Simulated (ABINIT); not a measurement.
Fe:

```
Fe
1.0
     0.00000    1.94174    1.96511
     1.49844    0.00000    1.96511
     1.49844    1.94174    0.00000
Fe
1
Direct
  0.00000 0.00000 0.00000
```

Base run:

```yaml
Program: ABINIT 10.8.3 (patched build)
Functional: RPBE
Potentials_or_basis: JTH PAW PBE v2.0
Cutoff: 844 eV
k_mesh: 10 × 10 × 10
Occupations: fermi-dirac, width 0.05 eV
Spin: collinear spin, ferromagnetic start
Starting_moments: "[3.0] μB"
```

Its results: band gap on the k mesh none (metal or under the smearing width); pressure 3.0 GPa; net moment 2.19 μB per cell; site moments Fe +2.25 μB.

The run is repeated on the same cell with these changes: functional from RPBE to PBEsol. What comes out?

Band gap on the k mesh none (metal or under the smearing width); pressure -11.5 GPa; net moment 2.17 μB per cell; site moments Fe +2.21 μB.

PBEsol binds more tightly than RPBE, so the same cell stands under less pressure.

Caveats: the PAW data sets were made with another functional, which shifts forces and pressure a little.
